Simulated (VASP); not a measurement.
The system is Ag.

```
CELL_PARAMETERS angstrom
2.88620 0.00000 0.00000
-1.44310 2.49952 0.00000
0.00000 0.00000 10.00000
ATOMIC_POSITIONS crystal
Ag 0.00000 0.00000 0.50000
Ag 0.00000 0.00000 0.00000
Ag 0.66667 0.33333 0.75000
Ag 0.33333 0.66667 0.25000
```

This isn't the form of Ag at room conditions, which is fcc.

* Program: VASP 6.6.1
* Task: single point
* Functional: PBEsol
* Potentials or basis: VASP PAW PBE potentials, release 64 (Ag)
* Cutoff: 520 eV
* k mesh: 11 × 11 × 3
* Occupations: fermi-dirac, width 0.05 eV
* Spin: no spin polarisation

On this cell: pressure -7.3 GPa; largest force under 0.003 eV/Å; band gap on the k mesh none (metal or under the smearing width).

The same run follows on a disturbed copy (atoms moved at random, drawn with an rms of 0.05 Å):

```
CELL_PARAMETERS angstrom
2.88620 0.00000 0.00000
-1.44310 2.49952 0.00000
0.00000 0.00000 10.00000
ATOMIC_POSITIONS crystal
Ag 0.99215 0.96562 0.50082
Ag 0.00119 0.00955 0.00648
Ag 0.66805 0.34516 0.75186
Ag 0.33822 0.66721 0.24793
```

Problem. What does the disturbed cell give?

Solution. The energy (extrapolated to zero smearing) moves by +2.7 meV/atom; pressure -7.1 GPa; largest force 0.214 eV/Å; band gap on the k mesh none (metal or under the smearing width).

Forces on the atoms (eV/Å):
```
Ag  -0.011  0.049 -0.008
Ag   0.008 -0.008 -0.214
Ag   0.007 -0.032  0.037
Ag  -0.005 -0.009  0.184
```

Stress tensor (GPa, compression positive):
```
-6.11  0.04 -0.04
 0.04 -6.05 -0.03
-0.04 -0.03 -9.19
```

Caveats: the PAW data sets were made with another functional, which shifts forces and pressure a little.
